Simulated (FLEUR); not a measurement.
# Pd (Fm-3m) in FLEUR: further runs, part 2 of 3

FLEUR MaX-R8.1 (patched build s14). The steps go on from the part before.

### 3 Band structure, PBE, spin-orbit coupling, no magnetisation

The input, inp.xml:

```xml
<?xml version="1.0" encoding="UTF-8" standalone="no"?>
<fleurInput fleurInputVersion="0.39">
   <comment>
      Pd                                                                                                  
   </comment>
   <calculationSetup>
      <cutoffs Kmax="3.8" Gmax="11.8" GmaxXC="11.8" numbands="all"/>
      <scfLoop itmax="60" minDistance="0.00001" maxIterBroyd="15" imix="Anderson" alpha="0.05" precondParam="0.0" spinf="2.0"/>
      <coreElectrons ctail="T" frcor="F" kcrel="0" coretail_lmax="0"/>
      <xcFunctional name="pbe" relativisticCorrections="F"/>
      <magnetism jspins="1"/>
      <soc l_soc="T" theta="0.0" phi="0.0" spav="F"/>
      <expertModes spex="0" secvar="F"/>
      <geometryOptimization l_f="F" forcealpha="1.0" forcemix="BFGS" epsdisp="0.00001" epsforce="0.00001"/>
      <ldaU l_linMix="F" mixParam="0.05" spinf="1.0"/>
   </calculationSetup>
   <cell>
      <bzIntegration valenceElectrons="18.0" mode="hist" fermiSmearingEnergy="0.00183747">
         <kPointListSelection listName="default-1"/>
         <!-- k-points included here -->
         <xi:include xmlns:xi="http://www.w3.org/2001/XInclude" href="kpts.xml"> </xi:include>
      </bzIntegration>
      <!-- symmetry operations included here -->
      <xi:include xmlns:xi="http://www.w3.org/2001/XInclude" href="sym.xml"> </xi:include>
      <bulkLattice scale="1.0">
         <bravaisMatrix>
            <row-1>    0.0000000000000000     3.6783519015338997     3.6783519015338997</row-1>
            <row-2>    3.6783519015338997     0.0000000000000000     3.6783519015338997</row-2>
            <row-3>    3.6783519015338997     3.6783519015338997     0.0000000000000000</row-3>
         </bravaisMatrix>
      </bulkLattice>
   </cell>
   <atomSpecies>
      <species name="Palladium (Pd)" element="Pd" atomicNumber="46">
         <mtSphere radius="2.41" gridPoints="797" logIncrement="0.016"/>
         <atomicCutoffs lmax="10" lnonsphr="8"/>
         <electronConfig flipSpins="F">
            <coreConfig>(1s1/2) (2s1/2) (2p1/2) (2p3/2) (3s1/2) (3p1/2) (3p3/2) (3d3/2) (3d5/2)</coreConfig>
            <valenceConfig>(4s1/2) (4p1/2) (4p3/2) (5s1/2) (4d3/2) (4d5/2)</valenceConfig>
            <stateOccupation state="(5s1/2)" spinUp="0.500000" spinDown="0.500000"/>
            <stateOccupation state="(4d3/2)" spinUp="1.800000" spinDown="1.800000"/>
            <stateOccupation state="(4d5/2)" spinUp="2.700000" spinDown="2.700000"/>
         </electronConfig>
         <energyParameters s="5" p="5" d="4" f="4"/>
         <lo type="SCLO" l="0" n="4" eDeriv="0"/>
         <lo type="SCLO" l="1" n="4" eDeriv="0"/>
         <lo type="SCLO" l="1" n="4" eDeriv="1"/>
         <lo type="SCLO" l="2" n="4" eDeriv="2"/>
         <lo type="SCLO" l="3" n="4" eDeriv="2"/>
      </species>
   </atomSpecies>
   <atomGroups>
      <atomGroup species="Palladium (Pd)">
         <relPos label="                   1">.0000000000 .0000000000 .0000000000</relPos>
         <force calculate="T" relaxXYZ="TTT"/>
      </atomGroup>
   </atomGroups>
   <output dos="F" band="F" slice="F">
      <checks vchk="F" cdinf="F"/>
      <bandDOS minEnergy="-.5*Htr" maxEnergy="0.5*Htr" sigma="0.015" storeEVData="T"/>
      <vacuumDOS vacdos="F" integ="F" star="F" nstars="0" locx1="0.0" locy1="0.0" locx2="0.0" locy2="0.0" nstm="0" tworkf="0.0"/>
      <unfoldingBand unfoldBand="F" supercellX="1" supercellY="1" supercellZ="1"/>
      <plotting iplot="0" polar="F">
         <plot TwoD="T" vec1="  1.0  0.0  0.0" vec2="  0.0  1.0  0.0" vec3="  0.0  0.0  1.0" zero="  0.0  0.0  0.0" file="plot"/>
      </plotting>
      <chargeDensitySlicing numkpt="0" minEigenval="0.0" maxEigenval="0.0" nnne="0" pallst="F"/>
      <specialOutput eonly="F"/>
      <magneticCircularDichroism mcd="F" energyLo="-10.0" energyUp="0.0"/>
   </output>
  <!-- We include the file relax.xml here to enable relaxations (see documentation) -->
  <xi:include xmlns:xi="http://www.w3.org/2001/XInclude" href="relax.xml"> <xi:fallback/> </xi:include>
</fleurInput>
```

The input, crystal.txt:

```
Pd
&input cartesian=F /
0.0000000000  1.9465000000  1.9465000000
1.9465000000  0.0000000000  1.9465000000
1.9465000000  1.9465000000  0.0000000000
1.8897261246
1.0 1.0 1.0

1
46 0.0000000000  0.0000000000  0.0000000000

&soc 0.0 0.0 /
&kpt div1=9 div2=9 div3=9 gamma=T /
```

The input, inp.xml (bands):

```
<?xml version="1.0" encoding="UTF-8" standalone="no"?>
<fleurInput fleurInputVersion="0.39">
   <comment>
      Pd                                                                                                  
   </comment>
   <calculationSetup>
      <cutoffs Kmax="3.8" Gmax="11.8" GmaxXC="11.8" numbands="all"/>
      <scfLoop itmax="60" minDistance="0.00001" maxIterBroyd="15" imix="Anderson" alpha="0.05" precondParam="0.0" spinf="2.0"/>
      <coreElectrons ctail="T" frcor="F" kcrel="0" coretail_lmax="0"/>
      <xcFunctional name="pbe" relativisticCorrections="F"/>
      <magnetism jspins="1"/>
      <soc l_soc="T" theta="0.0" phi="0.0" spav="F"/>
      <expertModes spex="0" secvar="F"/>
      <geometryOptimization l_f="F" forcealpha="1.0" forcemix="BFGS" epsdisp="0.00001" epsforce="0.00001"/>
      <ldaU l_linMix="F" mixParam="0.05" spinf="1.0"/>
   </calculationSetup>
   <cell>
      <bzIntegration valenceElectrons="18.0" mode="hist" fermiSmearingEnergy="0.00183747">
         <kPointListSelection listName="path-1"/>
         <!-- k-points included here -->
         <xi:include xmlns:xi="http://www.w3.org/2001/XInclude" href="kpts.xml"> </xi:include>
      </bzIntegration>
      <!-- symmetry operations included here -->
      <xi:include xmlns:xi="http://www.w3.org/2001/XInclude" href="sym.xml"> </xi:include>
      <bulkLattice scale="1.0">
         <bravaisMatrix>
            <row-1>    0.0000000000000000     3.6783519015338997     3.6783519015338997</row-1>
            <row-2>    3.6783519015338997     0.0000000000000000     3.6783519015338997</row-2>
            <row-3>    3.6783519015338997     3.6783519015338997     0.0000000000000000</row-3>
         </bravaisMatrix>
      </bulkLattice>
   </cell>
   <atomSpecies>
      <species name="Palladium (Pd)" element="Pd" atomicNumber="46">
         <mtSphere radius="2.41" gridPoints="797" logIncrement="0.016"/>
         <atomicCutoffs lmax="10" lnonsphr="8"/>
         <electronConfig flipSpins="F">
            <coreConfig>(1s1/2) (2s1/2) (2p1/2) (2p3/2) (3s1/2) (3p1/2) (3p3/2) (3d3/2) (3d5/2)</coreConfig>
            <valenceConfig>(4s1/2) (4p1/2) (4p3/2) (5s1/2) (4d3/2) (4d5/2)</valenceConfig>
            <stateOccupation state="(5s1/2)" spinUp="0.500000" spinDown="0.500000"/>
            <stateOccupation state="(4d3/2)" spinUp="1.800000" spinDown="1.800000"/>
            <stateOccupation state="(4d5/2)" spinUp="2.700000" spinDown="2.700000"/>
         </electronConfig>
         <energyParameters s="5" p="5" d="4" f="4"/>
         <lo type="SCLO" l="0" n="4" eDeriv="0"/>
         <lo type="SCLO" l="1" n="4" eDeriv="0"/>
         <lo type="SCLO" l="1" n="4" eDeriv="1"/>
         <lo type="SCLO" l="2" n="4" eDeriv="2"/>
         <lo type="SCLO" l="3" n="4" eDeriv="2"/>
      </species>
   </atomSpecies>
   <atomGroups>
      <atomGroup species="Palladium (Pd)">
         <relPos label="                   1">.0000000000 .0000000000 .0000000000</relPos>
         <force calculate="T" relaxXYZ="TTT"/>
      </atomGroup>
   </atomGroups>
   <output dos="F" band="T" slice="F">
      <checks vchk="F" cdinf="F"/>
      <bandDOS minEnergy="-.5*Htr" maxEnergy="0.5*Htr" sigma="0.015" storeEVData="T"/>
      <vacuumDOS vacdos="F" integ="F" star="F" nstars="0" locx1="0.0" locy1="0.0" locx2="0.0" locy2="0.0" nstm="0" tworkf="0.0"/>
      <unfoldingBand unfoldBand="F" supercellX="1" supercellY="1" supercellZ="1"/>
      <plotting iplot="0" polar="F">
         <plot TwoD="T" vec1="  1.0  0.0  0.0" vec2="  0.0  1.0  0.0" vec3="  0.0  0.0  1.0" zero="  0.0  0.0  0.0" file="plot"/>
      </plotting>
      <chargeDensitySlicing numkpt="0" minEigenval="0.0" maxEigenval="0.0" nnne="0" pallst="F"/>
      <specialOutput eonly="F"/>
      <magneticCircularDichroism mcd="F" energyLo="-10.0" energyUp="0.0"/>
   </output>
  <!-- We include the file relax.xml here to enable relaxations (see documentation) -->
  <xi:include xmlns:xi="http://www.w3.org/2001/XInclude" href="relax.xml"> <xi:fallback/> </xi:include>
</fleurInput>
```

Potentials or basis: all-electron, FLAPW.

On the command line:

```console
$ inpgen -f crystal.txt -profile fastHighL
$ # inp.xml edited to the form shown
$ fleur
$ fleur   # second run, on inp.xml (bands)
```

It took 44 s on 1 thread of Intel Xeon Platinum 8488C (Sapphire Rapids), shared host; peak memory 0.09 GiB.

The run converged. Its results:

* Free energy: -137337.4494 eV
* Band gap along the path: none (metal or under the smearing width)
* Valence electrons inside the program's atomic spheres: Pd 16.61 (radii Pd 2.41 bohr)

Levels at the corners of the path, in eV from the Fermi level:
```
point  band 15  band 16  band 17  band 18  band 19  band 20  band 21  band 22
    Γ    -2.65    -2.65    -1.19    -1.19    -1.19    -1.19    17.03    17.03
    X     0.18     0.18     0.47     0.47     3.36     3.36    10.79    10.79
    W    -1.30    -1.30     0.31     0.31     8.74     8.74     9.10     9.10
    K    -0.95    -0.95    -0.13    -0.13     7.12     7.12     8.12     8.12
    Γ    -2.65    -2.65    -1.19    -1.19    -1.19    -1.19    17.03    17.03
    L    -0.11    -0.11     0.09     0.09     1.03     1.03     7.34     7.34
    U    -0.95    -0.95    -0.13    -0.13     7.12     7.12     8.12     8.12
    W    -1.30    -1.30     0.31     0.31     8.74     8.74     9.10     9.10
    L    -0.11    -0.11     0.09     0.09     1.03     1.03     7.34     7.34
    K    -0.95    -0.95    -0.13    -0.13     7.12     7.12     8.12     8.12
    U    -0.95    -0.95    -0.13    -0.13     7.12     7.12     8.12     8.12
    X     0.18     0.18     0.47     0.47     3.36     3.36    10.79    10.79
```

Core levels (eV from the Fermi level):
```csv
atom,levels
1 Pd,"1s1/2 -24151.8, 2s1/2 -3524.6, 2p1/2 -3269.1, 2p3/2 -3109.7, 3s1/2 -634.7, 3p1/2 -533.8, 3p3/2 -506.1, 3d3/2 -327.6, 3d5/2 -322.1"
```

### 4 Band structure, LDA (Moruzzi-Janak-Williams)

Edit inp.xml of step 3 so:

```diff
@@ -6,8 +6,8 @@
    <calculationSetup>
-      <cutoffs Kmax="3.8" Gmax="11.8" GmaxXC="11.8" numbands="all"/>
+      <cutoffs Kmax="3.8" Gmax="11.8" GmaxXC="11.8" numbands="0"/>
       <scfLoop itmax="60" minDistance="0.00001" maxIterBroyd="15" imix="Anderson" alpha="0.05" precondParam="0.0" spinf="2.0"/>
       <coreElectrons ctail="T" frcor="F" kcrel="0" coretail_lmax="0"/>
-      <xcFunctional name="pbe" relativisticCorrections="F"/>
+      <xcFunctional name="mjw" relativisticCorrections="F"/>
       <magnetism jspins="1"/>
-      <soc l_soc="T" theta="0.0" phi="0.0" spav="F"/>
+      <soc l_soc="F" theta="0.0" phi="0.0" spav="F"/>
       <expertModes spex="0" secvar="F"/>
```

Edit crystal.txt of step 3 so:

```diff
@@ -11,3 +11,2 @@
 
-&soc 0.0 0.0 /
-&kpt div1=9 div2=9 div3=9 gamma=T /
+&kpt div1=12 div2=12 div3=12 gamma=T /
```

Edit inp.xml (bands) of step 3 so:

```diff
@@ -6,8 +6,8 @@
    <calculationSetup>
-      <cutoffs Kmax="3.8" Gmax="11.8" GmaxXC="11.8" numbands="all"/>
+      <cutoffs Kmax="3.8" Gmax="11.8" GmaxXC="11.8" numbands="0"/>
       <scfLoop itmax="60" minDistance="0.00001" maxIterBroyd="15" imix="Anderson" alpha="0.05" precondParam="0.0" spinf="2.0"/>
       <coreElectrons ctail="T" frcor="F" kcrel="0" coretail_lmax="0"/>
-      <xcFunctional name="pbe" relativisticCorrections="F"/>
+      <xcFunctional name="mjw" relativisticCorrections="F"/>
       <magnetism jspins="1"/>
-      <soc l_soc="T" theta="0.0" phi="0.0" spav="F"/>
+      <soc l_soc="F" theta="0.0" phi="0.0" spav="F"/>
       <expertModes spex="0" secvar="F"/>
```

Potentials or basis: all-electron, FLAPW.

On the command line:

```console
$ inpgen -f crystal.txt -profile fastHighL
$ # inp.xml edited to the form shown
$ fleur
$ fleur   # second run, on inp.xml (bands)
```

Output:

```text
Welcome to FLEUR        (www.flapw.de)
      MaX-Release 8.1          (www.max-centre.eu)

 ========== k-point set info ==========
 Selected k-point list: default-1
 k-point list type: mesh
 12 x 12 x 12
 Number of k points: 72

 ------------Calculation Setup---------------------------
 Number of OMP-threads    :            1
 Number of basis functions:          135
 Approximate size of matrices (H+S) per k-point:         0.000 GB
 --------------------------------------------------------
 Iteration:     1   Distance:      14.48483244 me/bohr^3
 Iteration:     2   Distance:      12.42839621 me/bohr^3
 Iteration:     3   Distance:       4.62896699 me/bohr^3
 Iteration:     4   Distance:       4.84740728 me/bohr^3
 Iteration:     5   Distance:       1.11403535 me/bohr^3
 Iteration:     6   Distance:       1.09002401 me/bohr^3
 Iteration:     7   Distance:       0.24439356 me/bohr^3
 Iteration:     8   Distance:       0.09858831 me/bohr^3
 Iteration:     9   Distance:       0.00271875 me/bohr^3
 Iteration:    10   Distance:       0.00259244 me/bohr^3
 Iteration:    11   Distance:       0.00113077 me/bohr^3
 Iteration:    12   Distance:       0.00002736 me/bohr^3
 Iteration:    13   Distance:       0.00003058 me/bohr^3
 Iteration:    14   Distance:       0.00000042 me/bohr^3

 ********************************************************************
 Run finished successfully
 Stop message:
   all done
 ********************************************************************
```

output (bands):

```text
Welcome to FLEUR        (www.flapw.de)
      MaX-Release 8.1          (www.max-centre.eu)

 ========== k-point set info ==========
 Selected k-point list: path-1
 k-point list type: path
 Number of k points: 60

 ------------Calculation Setup---------------------------
 Number of OMP-threads    :            1
 Number of basis functions:          135
 Approximate size of matrices (H+S) per k-point:         0.000 GB
 --------------------------------------------------------
 Fermi energy correction for metals:
 Fermi energy in bands.* files may not be consistent with last density.
 Please correct it manually (e.g. in band.gnu file).

 Note: Band structure data (together with different weights) is also stored in the banddos.hdf file.
       A convenient way of extracting and plotting the data from that file is by making use of the

 ********************************************************************
 Run finished successfully
 Stop message:
   Charge density postprocessing done.
 ********************************************************************
```

out.xml (last iteration):

```text
<iteration numberForCurrentRun="   14" overallNumber="   14">
         <energyParameters units="Htr">
            <atomicEP atomType="1" spin="1" branch="5s" branchLowest="-2.70" branchHighest="1.93" value="0.2650741940"/>
            <atomicEP atomType="1" spin="1" branch="5p" branchLowest="-1.42" branchHighest="2.63" value="0.4007231842"/>
            <atomicEP atomType="1" spin="1" branch="4d" branchLowest="-11.55" branchHighest="0.49" value="0.2878695316"/>
            <atomicEP atomType="1" spin="1" branch="4f" branchLowest="-9.99" branchHighest="2.45" value="0.6977541143"/>
            <loAtomicEP atomType="1" spin="1" branch="4s" branchLowest="-22.90" branchHighest="-2.70" value="-2.7070276345"/>
            <loAtomicEP atomType="1" spin="1" branch="4p" branchLowest="-18.52" branchHighest="-1.42" value="-1.4545038082"/>
            <loAtomicEP atomType="1" spin="1" branch="4p" branchLowest="-18.52" branchHighest="-1.42" value="-1.4545038082"/>
            <loAtomicEP atomType="1" spin="1" branch="4d" branchLowest="-11.55" branchHighest="0.49" value="0.2816103165"/>
            <loAtomicEP atomType="1" spin="1" branch="4f" branchLowest="-9.99" branchHighest="2.45" value="0.6977522948"/>
         </energyParameters>
         <eigenvalues>
[... 50 lines left out ...]
            </sumOfEigenvalues>
            <densityCoulombPotentialIntegral value="-8088.6380527133"/>
            <densityEffectivePotentialIntegral value="-8273.2535674229"/>
            <chargeDenXCDenIntegral value="-139.2647834963"/>
            <FockExchangeEnergyValence value="0.0000000000"/>
            <FockExchangeEnergyCore value="0.0000000000"/>
            <atomTypeDependentContributions atomType="1">
               <electronNucleiInteractionDifferentMTs value="6100.5153068084"/>
               <MadelungTerm value="-22.5622910502"/>
            </atomTypeDependentContributions>
            <tkbTimesEntropy value="0.0007160260"/>
            <freeEnergy value="-5042.1934906768"/>
            <extrapolationTo0K value="-5042.1931326638"/>
         </totalEnergy>
         <densityConvergence units="me/bohr^3">
            <chargeDensity spin="1" distance="0.0000004247"/>
         </densityConvergence>
      </iteration>
```

Run time: 6.1 s. Hardware: 1 thread of Intel Xeon Platinum 8488C (Sapphire Rapids), shared host; peak memory 0.04 GiB.

Results:

- Free energy: -137205.0746 eV
- Band gap along the path: none (metal or under the smearing width)
- Valence electrons inside the program's atomic spheres: Pd 16.60 (radii Pd 2.41 bohr)

Levels at the corners of the path, in eV from the Fermi level:
```tsv
point	band 5	band 6	band 7	band 8	band 9	band 10	band 11	band 12	band 13	band 14
Γ	-7.27	-2.86	-2.86	-2.86	-1.21	-1.21	16.97	21.63	21.63	21.63
X	-5.43	-5.15	-0.02	0.31	0.31	3.24	10.69	13.03	13.03	21.58
W	-4.35	-3.42	-3.42	-1.32	0.31	8.82	8.82	10.20	11.61	25.35
K	-4.77	-4.18	-2.00	-0.94	-0.15	7.05	7.98	10.76	15.74	20.30
Γ	-7.27	-2.86	-2.86	-2.86	-1.21	-1.21	16.97	21.63	21.63	21.63
L	-5.36	-2.90	-2.90	0.00	0.00	0.93	7.22	16.39	20.75	20.75
U	-4.77	-4.18	-2.00	-0.94	-0.15	7.05	7.98	10.76	15.74	20.30
W	-4.35	-3.42	-3.42	-1.32	0.31	8.82	8.82	10.20	11.61	25.35
L	-5.36	-2.90	-2.90	0.00	0.00	0.93	7.22	16.39	20.75	20.75
K	-4.77	-4.18	-2.00	-0.94	-0.15	7.05	7.98	10.76	15.74	20.30
U	-4.77	-4.18	-2.00	-0.94	-0.15	7.05	7.98	10.76	15.74	20.30
X	-5.43	-5.15	-0.02	0.31	0.31	3.24	10.69	13.03	13.03	21.58
```

Core levels (eV from the Fermi level):
```csv
atom,levels
1 Pd,"1s1/2 -24120.7, 2s1/2 -3520.7, 2p1/2 -3267.6, 2p3/2 -3108.5, 3s1/2 -633.3, 3p1/2 -533.3, 3p3/2 -505.5, 3d3/2 -327.8, 3d5/2 -322.2"
```

### 5 Equation of state, LDA (Moruzzi-Janak-Williams), 13.87 Å³/atom (volume scaled by 0.94)

Edit inp.xml of step 4 so:

```diff
@@ -24,3 +24,3 @@
       <xi:include xmlns:xi="http://www.w3.org/2001/XInclude" href="sym.xml"> </xi:include>
-      <bulkLattice scale="1.0">
+      <bulkLattice scale="0.9795861087">
          <bravaisMatrix>
@@ -34,3 +34,3 @@
       <species name="Palladium (Pd)" element="Pd" atomicNumber="46">
-         <mtSphere radius="2.41" gridPoints="797" logIncrement="0.016"/>
+         <mtSphere radius="2.36" gridPoints="797" logIncrement="0.016"/>
          <atomicCutoffs lmax="10" lnonsphr="8"/>
```

On the command line:

```console
$ inpgen -f crystal.txt -profile fastHighL
$ # inp.xml edited to the form shown
$ fleur
```

Run time: 5 s. Hardware: 1 thread of Intel Xeon Platinum 8488C (Sapphire Rapids), shared host; peak memory 0.09 GiB.

Results (log left out):

```yaml
Free_energy: -137205.0746 eV
Band_gap_on_the_k_mesh: none (metal or under the smearing width)
Valence_electrons_inside_the_program's_atomic_spheres: Pd 16.53 (radii Pd 2.36 bohr)
```

(Continued in part 3 of 3.)
